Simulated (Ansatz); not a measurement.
# Co (P-3m1) in Ansatz: settings compared, part 2 of 2

Ansatz 0.2.0. Earlier steps stand in the parts before.

## Step 5: Single point, r2SCAN, collinear spin, ferromagnetic start, 10.89 Å³/atom

Input file input.yaml:

```yaml
crystal:
  lattice:
    - [2.4873648738, 0.0, 0.0]
    - [-1.2436824369, 2.1541211692, 0.0]
    - [0.0, 0.0, 4.0632895034]
  atoms:
    - { symbol: Co, position: [0.3333333333, 0.6666666667, 0.740139], spin: 2.0 }
    - { symbol: Co, position: [0.6666666667, 0.3333333333, 0.259861], spin: 2.0 }
hamiltonian:
  xc: r2scan
  pseudopotentials: { kind: paw }
magnetization:
  spin_polarized: true
kpoints:
  mp_grid: { grid: [12, 12, 7] }
scf:
  occupations: { method: fermi_dirac, width: 0.05 }
output:
  forces: true
  stress: true
  eigenvalues: true
```

Started as:

```console
ansatz run input.yaml --threads 2 --pin off --max-ram 5632MiB --backend cpu --events-out ev --progress --plain --runs-dir out
```

It took 41 s on 2 threads of Intel Xeon at 2.50GHz (Skylake/Cascade Lake), shared host; peak memory 0.47 GiB.

The run converged. Its results:

- Free energy: -10263.0649 eV
- Pressure: -3.5 GPa
- Largest force: 0.193 eV/Å
- Band gap on the k mesh: none (metal or under the smearing width)
- Net moment: 3.59 μB per cell
- Absolute moment: 4.21 μB per cell
- Site moments: Co +1.94 μB

Caveat: the magnetic or orbital state may not be the lowest; the PAW data sets come from PBE, with cores solved anew for the run's functional, which leaves a small shift of forces and pressure.

## Step 6: Single point, r2SCAN, collinear spin, ferromagnetic start, 11.10 Å³/atom (volume scaled by 1.02)

input.yaml: that of step 5 with these lines changed.

```diff
@@ -2,5 +2,5 @@
   lattice:
-    - [2.4873648738, 0.0, 0.0]
-    - [-1.2436824369, 2.1541211692, 0.0]
-    - [0.0, 0.0, 4.0632895034]
+    - [2.5038379689, 0.0, 0.0]
+    - [-1.2519189845, 2.1683872881, 0.0]
+    - [0.0, 0.0, 4.0901994896]
   atoms:
```

Potentials or basis: Ansatz PAW.

Started as:

```console
ansatz run input.yaml --threads 2 --pin off --max-ram 5632MiB --backend cpu --events-out ev --progress --plain --runs-dir out
```

Run time: 45 s. Hardware: 2 threads of Intel Xeon at 2.50GHz (Skylake/Cascade Lake), shared host; peak memory 0.48 GiB.

The run converged. Its results:

| Item | Value |
| --- | --- |
| Free energy | -10263.0499 eV |
| Pressure | -7.5 GPa |
| Largest force | 0.133 eV/Å |
| Band gap on the k mesh | none (metal or under the smearing width) |
| Net moment | 3.60 μB per cell |
| Absolute moment | 4.23 μB per cell |
| Site moments | Co +1.94 μB |

Caveat: the magnetic or orbital state may not be the lowest; the PAW data sets come from PBE, with cores solved anew for the run's functional, which leaves a small shift of forces and pressure.

## Step 7: Single point, r2SCAN, collinear spin, ferromagnetic start, 11.32 Å³/atom (volume scaled by 1.04)

input.yaml: that of step 6 with these lines changed.

```diff
@@ -2,5 +2,5 @@
   lattice:
-    - [2.5038379689, 0.0, 0.0]
-    - [-1.2519189845, 2.1683872881, 0.0]
-    - [0.0, 0.0, 4.0901994896]
+    - [2.5200971126, 0.0, 0.0]
+    - [-1.2600485563, 2.1824681195, 0.0]
+    - [0.0, 0.0, 4.1167599708]
   atoms:
@@ -21 +21,5 @@
   eigenvalues: true
+  write_density: true
+  write_potential: true
+  elf: true
+  volumetric_format: npy
```

Started as:

```console
ansatz run input.yaml --threads 2 --pin off --max-ram 5632MiB --backend cpu --events-out ev --progress --plain --runs-dir out
```

Run time: 51 s. Hardware: 2 threads of Intel Xeon at 2.50GHz (Skylake/Cascade Lake), shared host; peak memory 0.49 GiB.

It converged, with:

```
Free energy            : -10263.0244 eV
Pressure               : -11.2 GPa
Largest force          : 0.078 eV/Å
Band gap on the k mesh : none (metal or under the smearing width)
Net moment             : 3.60 μB per cell
Absolute moment        : 4.25 μB per cell
Site moments           : Co +1.95 μB
```

Caveat: the magnetic or orbital state may not be the lowest; the PAW data sets come from PBE, with cores solved anew for the run's functional, which leaves a small shift of forces and pressure.

## Step 8: Single point, r2SCAN, collinear spin, ferromagnetic start, 11.54 Å³/atom (volume scaled by 1.06)

input.yaml: that of step 7 with these lines changed.

```diff
@@ -2,5 +2,5 @@
   lattice:
-    - [2.5200971126, 0.0, 0.0]
-    - [-1.2600485563, 2.1824681195, 0.0]
-    - [0.0, 0.0, 4.1167599708]
+    - [2.5361491194, 0.0, 0.0]
+    - [-1.2680745597, 2.1963695652, 0.0]
+    - [0.0, 0.0, 4.1429820789]
   atoms:
```

Started as:

```console
ansatz run input.yaml --threads 2 --pin off --max-ram 5632MiB --backend cpu --events-out ev --progress --plain --runs-dir out
```

Wall time 57 s (2 threads of Intel Xeon at 2.50GHz (Skylake/Cascade Lake), shared host); peak memory 0.49 GiB.

The run converged. Its results:

```
Free energy            : -10262.9896 eV
Pressure               : -14.3 GPa
Largest force          : 0.028 eV/Å
Band gap on the k mesh : none (metal or under the smearing width)
Net moment             : 3.61 μB per cell
Absolute moment        : 4.28 μB per cell
Site moments           : Co +1.96 μB
```

Caveat: the magnetic or orbital state may not be the lowest; the PAW data sets come from PBE, with cores solved anew for the run's functional, which leaves a small shift of forces and pressure.

## Step 9: Equation of state, r2SCAN, collinear spin, ferromagnetic start

Potentials or basis: Ansatz PAW.

This step only gathers the single runs of the series.

Results:

- Equilibrium volume: 10.72 Å³/atom
- Bulk modulus at fixed shape and positions: 229 GPa
- Pressure derivative of the bulk modulus: 4.3 (rough: it moves with the points fitted)

Energy against volume, from the lowest point:
| volume (Å³/atom) | energy (meV/atom) |
| --- | --- |
| 10.233 | 16.88 |
| 10.450 | 4.88 |
| 10.668 | 0.00 |
| 10.886 | 1.64 |
| 11.103 | 9.16 |
| 11.321 | 21.92 |
| 11.539 | 39.30 |

Caveat: the magnetic or orbital state may not be the lowest; the cell was scaled at fixed shape and fractional positions, which overstates the stiffness of a crystal with free parameters, most of all of layers and chains; the PAW data sets were made with another functional, which shifts forces and pressure a little.

## Step 10: Phonons, PBE, collinear spin, ferromagnetic start

Input file input.yaml:

```yaml
crystal:
  lattice:
    - [2.4873648738, 0.0, 0.0]
    - [-1.2436824369, 2.1541211692, 0.0]
    - [0.0, 0.0, 4.0632895034]
  atoms:
    - { symbol: Co, position: [0.3333333333, 0.6666666667, 0.740139], spin: 2.0 }
    - { symbol: Co, position: [0.6666666667, 0.3333333333, 0.259861], spin: 2.0 }
hamiltonian:
  xc: pbe
  pseudopotentials: { kind: paw }
magnetization:
  spin_polarized: true
kpoints:
  mp_grid: { grid: [10, 10, 6] }
scf:
  occupations: { method: fermi_dirac, width: 0.05 }
phonons:
  method: dfpt
  qmesh: [2, 2, 2]
  temperatures: { t_max: 1000, t_step: 100 }
  qpath:
    path:
      - [[0.0, 0.0, 0.0], [0.5, 0.0, 0.0], [0.3333333333, 0.3333333333, 0.0], [0.0, 0.0, 0.0], [0.0, 0.0, 0.5], [0.5, 0.0, 0.5], [0.3333333333, 0.3333333333, 0.5], [0.0, 0.0, 0.5]]
      - [[0.5, 0.0, 0.5], [0.5, 0.0, 0.0]]
      - [[0.3333333333, 0.3333333333, 0.0], [0.3333333333, 0.3333333333, 0.5]]
    npoints: 8
```

Potentials or basis: Ansatz PAW.

Started as:

```console
ansatz run input.yaml --threads 2 --pin off --max-ram 5632MiB --backend cpu --events-out ev --progress --plain --runs-dir out
```

Log:

```text
Warning: RAYON_NUM_THREADS=2 ignored (pool sized by the plan → 2); use --threads N
Engine: ansatz 0.2.0, x86_64-unknown-linux-gnu
Pseudopotentials: kind: paw
Pseudopotential: Co, paw, valence charge 17, recommended cutoff 420 eV (normal), Co.paw.azcp
Functional definition: PBE
  parameter kappa = 0.804
  parameter beta = 0.06672455060314922
  exchange = pbe_x(kappa = kappa, mu = beta*pi^2/3)
  correlation = pbe_c(beta = beta)
Crystal: 2 atoms, lattice volume = 21.771 Å³
Basis set: ecut = 420 eV, 391 PW (Γ), exchange–correlation on 36×36×60 points (8 copies of the dense FFT grid, shifted against one another)
[... 70 lines left out ...]
--- Phonons (Γ-DFPT): 2 representative perturbations + reference (Σ response iterations 6) ---
  ASR residual: 7.211e-4 → 0.000e0 eV/Å²; symmetrization residual: 2.923e-12 eV/Å²
  ASR residual per site (eV/Å²): 7.21e-4 7.21e-4
  Γ frequencies (cm⁻¹): 0.00 0.00 0.00 143.64 143.64 268.83
--- Phonons (arbitrary-q DFPT): 4 irreducible q on the 2×2×2 mesh ---
  q = [0.0000, 0.0000, 0.0000] (star 1, of the zone-centre solve; hermiticity 1.86e-13, symmetrization 3.73e-13): -0.00 0.00 0.00 143.64 143.64 268.83
  q = [0.0000, 0.0000, -0.5000] (star 1, 2 solved perturbations in 244 linear systems a pass and spin channel, the states on 172 of 600 k-point pairs; hermiticity 1.04e-12, symmetrization 8.34e-13): 88.51 88.51 127.12 127.12 201.10 260.25
  q = [0.0000, -0.5000, 0.0000] (star 3, 3 solved perturbations on 172 of 600 k-point pairs; hermiticity 1.48e-7, symmetrization 7.18e-14): 141.32 177.20 203.27 241.58 275.70 285.22
  q = [0.0000, -0.5000, -0.5000] (star 3, 3 solved perturbations on 172 of 600 k-point pairs; hermiticity 1.49e-7, symmetrization 6.97e-14): 169.27 176.01 184.93 191.71 288.67 291.17
  sum rule: each row above includes the acoustic sum rule's correction from the zone centre's row sums; it moved no ω² by more than (1.82 cm⁻¹)²
  mesh force constants: q→R imaginary residual 7.66e-18; ASR residual 7.211e-4 → 0.000e0 eV/Å²; symmetrization residual 7.105e-15 eV/Å²
  interpolated dispersion: 75 rows × 6 modes
  density of states and harmonic sums: on the 28×28×16 q-mesh, interpolated from the force constants of a 2×2×2 supercell (no non-analytic term)
  largest difference from the sums on the solved wave vectors: F 5.44e-2 eV, S 8.67e-5 and C_V 3.23e-5 eV/K
  zero-point energy: 0.074943 eV/cell   skipped modes (ω ≤ 0): 3   left out of the sums: 3.99e-5 of the cell's modes: C_V's classical limit lies that fraction below 3 k_B per atom; for a crystal, a wire or a layer, F and S can be off by more, and a phonons.interpolated_qmesh denser along its periods is the remedy for the sampling
```

phbands.tsv:

```text
# q_distance	omega_0_inv_cm	omega_1_inv_cm	omega_2_inv_cm	omega_3_inv_cm	omega_4_inv_cm	omega_5_inv_cm	omega_0_thz	omega_1_thz	omega_2_thz	omega_3_thz	omega_4_thz	omega_5_thz
# format = ansatz-phbands/1
[... 75 lines left out ...]
9.901815	184.618464	184.618464	226.563688	259.858054	262.312627	262.312627	5.534722	5.534722	6.792208	7.790348	7.863935	7.863935
9.998460	175.370858	175.370858	230.115054	257.135529	265.469574	265.469574	5.257486	5.257486	6.898676	7.708729	7.958578	7.958578
10.095106	167.703522	167.703522	233.834535	254.115541	267.758955	267.758955	5.027625	5.027625	7.010183	7.618192	8.027212	8.027212
10.191751	162.607643	162.607643	237.148725	251.267138	269.139648	269.139648	4.874854	4.874854	7.109540	7.532799	8.068604	8.068604
10.288397	160.817286	160.817286	238.697594	249.881530	269.600506	269.600506	4.821181	4.821181	7.155974	7.491260	8.082420	8.082420
```

Wall time 4.1 min (2 threads of Intel Xeon at 2.50GHz (Skylake/Cascade Lake), shared host); peak memory 0.83 GiB.

What came out:

```
Free energy              : -10252.2959 eV
Band gap on the k mesh   : none (metal or under the smearing width)
Net moment               : 3.33 μB per cell
Absolute moment          : 3.65 μB per cell
Site moments             : Co +1.74 μB
Highest phonon frequency : 291 cm⁻¹
```

Phonon frequencies in cm⁻¹ (negative: imaginary):
```csv
q point,frequencies
"(0.000, 0.000, 0.000)",0 0 0 144 144 269
"(0.000, 0.000, -0.500)",89 89 127 127 201 260
"(0.000, -0.500, 0.000)",141 177 203 242 276 285
"(0.000, -0.500, -0.500)",169 176 185 192 289 291
```

Caveat: the q mesh is small, so phonon branches between its points and thermal values are rough; some levels weren't fully converged.
